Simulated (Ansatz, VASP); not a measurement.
AlAs2: VASP beside Ansatz

```
CELL_PARAMETERS angstrom
0.00000 3.02644 3.02644
3.02644 0.00000 3.02644
3.02644 3.02644 0.00000
ATOMIC_POSITIONS crystal
Al 0.00000 0.00000 0.00000
As 0.25000 0.25000 0.25000
As 0.75000 0.75000 0.75000
```

Alike in both runs: task relaxation of cell and atoms; functional r2SCAN; k mesh 6 × 6 × 6; occupations gaussian, width 0.1 eV; no spin polarisation.

```csv
,VASP,Ansatz
version,VASP 6.6.1,Ansatz 0.2.0
potentials or method,"VASP PAW PBE potentials, release 64 (Al, As)","scalar-relativistic, plane waves, PAW"
plane-wave cutoff (eV),600,500
valence electrons in the cell,13,33
```

|  | VASP | Ansatz | Ansatz less VASP |
| --- | --- | --- | --- |
| gap on the k mesh at the Fermi level, each at its own relaxed structure (eV) | none | none | - |
| relaxed volume (Å³/atom) | 20.16 | 20.23 | +0.069 |
| relaxed cell length with the largest relative difference (Å) | 4.406 | 4.411 | +0.0050 |
| energy change over the relaxation (meV/atom) | -39 | -40 | -0.9 |

A gap of «none» marks a metal or a gap that the smearing closes. The two sets of potentials don't hold the same shells in valence.

Caveats: the PAW data sets were made with another functional, which shifts forces and pressure a little (VASP).
